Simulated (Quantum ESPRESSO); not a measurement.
# KCl (Sylvite) (Fm-3m) in Quantum ESPRESSO: further runs, part 3 of 3

Quantum ESPRESSO 7.5.

### Step 5. Berry-phase polarisation, LDA (atoms moved at random, drawn with an rms of 0.05 Å)

pw.in reads:

```
&CONTROL
  calculation = 'scf'
  prefix = 'pwscf'
  outdir = './tmp'
  pseudo_dir = './pseudo'
  tprnfor = .true.
  tstress = .true.
  disk_io = 'low'
/
&SYSTEM
  ibrav = 0
  nat = 2
  ntyp = 2
  ecutwfc = 72
  nbnd = 14
  occupations = 'smearing'
  smearing = 'fd'
  degauss = 0.00367493
/
&ELECTRONS
  conv_thr = 4d-10
  electron_maxstep = 120
  mixing_beta = 0.5
/
ATOMIC_SPECIES
K     39.0983 K.upf
Cl    35.4500 Cl.upf
CELL_PARAMETERS bohr
   0.0000000000    5.9459665594    5.9459665594
   5.9459665594    0.0000000000    5.9459665594
   5.9459665594    5.9459665594    0.0000000000
ATOMIC_POSITIONS bohr
K     -0.0231238639   -0.1055468524   -0.0705548392
Cl     5.8769814553    5.9542076690    5.9961861929
K_POINTS automatic
3 3 3 0 0 0
```

scf2.in reads:

```
&CONTROL
  calculation = 'scf'
  prefix = 'pwscf'
  outdir = './tmp'
  pseudo_dir = './pseudo'
  tprnfor = .true.
  tstress = .true.
  disk_io = 'low'
/
&SYSTEM
  ibrav = 0
  nat = 2
  ntyp = 2
  ecutwfc = 72
  nbnd = 14
  occupations = 'fixed'
/
&ELECTRONS
  conv_thr = 1d-11
  electron_maxstep = 120
  mixing_beta = 0.5
  startingpot = 'file'
  startingwfc = 'file'
/
ATOMIC_SPECIES
K     39.0983 K.upf
Cl    35.4500 Cl.upf
CELL_PARAMETERS bohr
   0.0000000000    5.9459665594    5.9459665594
   5.9459665594    0.0000000000    5.9459665594
   5.9459665594    5.9459665594    0.0000000000
ATOMIC_POSITIONS bohr
K     -0.0231238639   -0.1055468524   -0.0705548392
Cl     5.8769814553    5.9542076690    5.9961861929
K_POINTS automatic
3 3 3 0 0 0
```

berry1.in reads:

```
&CONTROL
  calculation = 'nscf'
  prefix = 'pwscf'
  outdir = './tmp'
  pseudo_dir = './pseudo'
  disk_io = 'low'
  lberry = .true.
  gdir = 1
  nppstr = 8
/
&SYSTEM
  ibrav = 0
  nat = 2
  ntyp = 2
  ecutwfc = 72
  occupations = 'fixed'
/
&ELECTRONS
  conv_thr = 1d-10
  electron_maxstep = 120
  mixing_beta = 0.5
/
ATOMIC_SPECIES
K     39.0983 K.upf
Cl    35.4500 Cl.upf
CELL_PARAMETERS bohr
   0.0000000000    5.9459665594    5.9459665594
   5.9459665594    0.0000000000    5.9459665594
   5.9459665594    5.9459665594    0.0000000000
ATOMIC_POSITIONS bohr
K     -0.0231238639   -0.1055468524   -0.0705548392
Cl     5.8769814553    5.9542076690    5.9961861929
K_POINTS automatic
8 3 3 0 0 0
```

berry2.in reads:

```
&CONTROL
  calculation = 'nscf'
  prefix = 'pwscf'
  outdir = './tmp'
  pseudo_dir = './pseudo'
  disk_io = 'low'
  lberry = .true.
  gdir = 2
  nppstr = 8
/
&SYSTEM
  ibrav = 0
  nat = 2
  ntyp = 2
  ecutwfc = 72
  occupations = 'fixed'
/
&ELECTRONS
  conv_thr = 1d-10
  electron_maxstep = 120
  mixing_beta = 0.5
/
ATOMIC_SPECIES
K     39.0983 K.upf
Cl    35.4500 Cl.upf
CELL_PARAMETERS bohr
   0.0000000000    5.9459665594    5.9459665594
   5.9459665594    0.0000000000    5.9459665594
   5.9459665594    5.9459665594    0.0000000000
ATOMIC_POSITIONS bohr
K     -0.0231238639   -0.1055468524   -0.0705548392
Cl     5.8769814553    5.9542076690    5.9961861929
K_POINTS automatic
3 8 3 0 0 0
```

berry3.in reads:

```
&CONTROL
  calculation = 'nscf'
  prefix = 'pwscf'
  outdir = './tmp'
  pseudo_dir = './pseudo'
  disk_io = 'low'
  lberry = .true.
  gdir = 3
  nppstr = 8
/
&SYSTEM
  ibrav = 0
  nat = 2
  ntyp = 2
  ecutwfc = 72
  occupations = 'fixed'
/
&ELECTRONS
  conv_thr = 1d-10
  electron_maxstep = 120
  mixing_beta = 0.5
/
ATOMIC_SPECIES
K     39.0983 K.upf
Cl    35.4500 Cl.upf
CELL_PARAMETERS bohr
   0.0000000000    5.9459665594    5.9459665594
   5.9459665594    0.0000000000    5.9459665594
   5.9459665594    5.9459665594    0.0000000000
ATOMIC_POSITIONS bohr
K     -0.0231238639   -0.1055468524   -0.0705548392
Cl     5.8769814553    5.9542076690    5.9961861929
K_POINTS automatic
3 3 8 0 0 0
```

Potentials or basis: PseudoDojo 0.4.1 SR LDA stringent.

The run is started by

```
OMP_NUM_THREADS=1 pw.x -in pw.in > pw.out
OMP_NUM_THREADS=1 pw.x -in scf2.in > scf2.out
OMP_NUM_THREADS=1 pw.x -in berry1.in > berry1.out
OMP_NUM_THREADS=1 pw.x -in berry2.in > berry2.out
OMP_NUM_THREADS=1 pw.x -in berry3.in > berry3.out
```

pw.out:

```text
This program is part of the open-source Quantum ESPRESSO suite
     for quantum simulation of materials; please cite
[... 6 lines left out ...]
     --------------------
     sticks:   dense  smooth     PW     G-vecs:    dense   smooth      PW
     Sum        1393    1393    385                34621    34621    5065

     Using Slab Decomposition

     bravais-lattice index     =            0
     lattice parameter (alat)  =       8.4089  a.u.
     unit-cell volume          =     420.4336 (a.u.)^3
     number of atoms/cell      =            2
     number of atomic types    =            2
     number of electrons       =        16.00
     number of Kohn-Sham states=           14
     kinetic-energy cutoff     =      72.0000  Ry
     charge density cutoff     =     288.0000  Ry
     scf convergence threshold =      4.0E-10
     mixing beta               =       0.5000
     number of iterations used =            8  plain     mixing
[... 188 lines left out ...]

          k =-0.4714 0.0000-0.4714 (  4330 PWs)   bands (ev):

   -26.2256 -11.4587 -10.0071  -9.9279  -9.7824  -0.0997   0.1182   0.3109
     7.9465   8.9393  10.0099  10.3353  11.0692  11.8064

          k = 0.4714 0.0000-0.4714 (  4330 PWs)   bands (ev):
[... 11 lines left out ...]
   -26.2256 -11.4579 -10.0072  -9.9275  -9.7833  -0.1005   0.1186   0.3096
     7.9543   8.9364  10.0036  10.3528  11.0663  11.7971

     the Fermi energy is     2.5530 ev

!    total energy              =     -92.92949324 Ry
     estimated scf accuracy    <          7.0E-11 Ry
     smearing contrib. (-TS)   =       0.00000000 Ry
     internal energy E=F+TS    =     -92.92949324 Ry

     The total energy is F=E-TS. E is the sum of the following terms:
     one-electron contribution =     -29.62111675 Ry
     hartree contribution      =      19.74727902 Ry
     xc contribution           =     -21.40735787 Ry
     ewald contribution        =     -61.64829765 Ry

     convergence has been achieved in   8 iterations

     Forces acting on atoms (cartesian axes, Ry/au):

     atom    1 type  1   force =    -0.00095991    0.00242654    0.00258290
     atom    2 type  2   force =     0.00095991   -0.00242654   -0.00258290

     Total force =     0.005192     Total SCF correction =     0.000011

     Computing stress (Cartesian axis) and pressure

          total   stress  (Ry/bohr**3)                   (kbar)     P=      -18.92
  -0.00013216   0.00000041   0.00000044          -19.44        0.06        0.06
   0.00000041  -0.00012726  -0.00000109            0.06      -18.72       -0.16
   0.00000044  -0.00000109  -0.00012652            0.06       -0.16      -18.61

=------------------------------------------------------------------------------=
   JOB DONE.
=------------------------------------------------------------------------------=
```

Wall time 67 s (1 thread of Arm Neoverse V1, shared host); peak memory 0.07 GiB.

What came out:

- Free energy: -1264.3702 eV
- Pressure: -1.9 GPa
- Largest force: 0.094 eV/Å
- Band gap on the k mesh: 4.74 eV, direct

Forces in eV/Å, atoms in the order of the input:
```
K   -0.025  0.062  0.066
Cl   0.025 -0.062 -0.066
```

Stress tensor (GPa, compression positive):
```
-1.94  0.01  0.01
 0.01 -1.87 -0.02
 0.01 -0.02 -1.86
```

Berry-phase polarisation along the lattice vectors (C/m²): 0.542, 0.575, 0.577; quanta: 1.144, 1.144, 1.144

Berry phases in units of 2π:
| direction | ionic | electronic | their sum is defined modulo |
| --- | --- | --- | --- |
| a1 | 0.459 | 0.014 | 1 |
| a2 | 0.493 | 0.010 | 1 |
| a3 | 0.391 | 0.114 | 1 |

Caveat: the k mesh is coarse (spacing up to 0.58 Å⁻¹), so the values aren't converged.

### Step 6. Overview

```tsv
task	level	potentials or basis	cell	k mesh	cutoff (eV)	iterations	form of the LDA correlation	k points per string	mesh quality	pressure (GPa)
phonons and Raman activities	revPBE	PseudoDojo 0.4 SR PBE stringent	relaxed	4 × 4 × 4, shifted	1007	-	-	-	not flagged	2.0
energy-loss spectrum	LDA	PseudoDojo 0.4.1 SR LDA standard	volume scaled by 0.88	2 × 2 × 2, shifted	980	200	PW92	-	coarse	0.4
energy-loss spectrum	LDA	PseudoDojo 0.4.1 SR LDA standard	volume scaled by 1.15	2 × 2 × 2, shifted	980	200	PW92	-	coarse	-3.3
Berry-phase polarisation	LDA	PseudoDojo 0.4.1 SR LDA stringent	atoms moved at random, drawn with an rms of 0.05 Å	3 × 3 × 3	980	-	PW92	8 × 8 × 8	coarse	-1.9
```

Alike in all rows: no spin polarisation; smearing fermi-dirac 0.05 eV.

Caveats: some runs use coarse meshes; the Lanczos chain is short for so many electrons, so humps in the spectrum may be artefacts (some runs); the potentials were made for another functional, which shifts forces and pressure (some runs).

Total energies depend on the potentials used, so only differences within one code and one set of settings carry meaning.

### Step 7. Comparison with measurements

Step 2. Against the measured high-frequency dielectric constant of KCl, 2.19 (80 K; a printed reference work, textbook), the calculated 2.28 is off by +4.2 %.
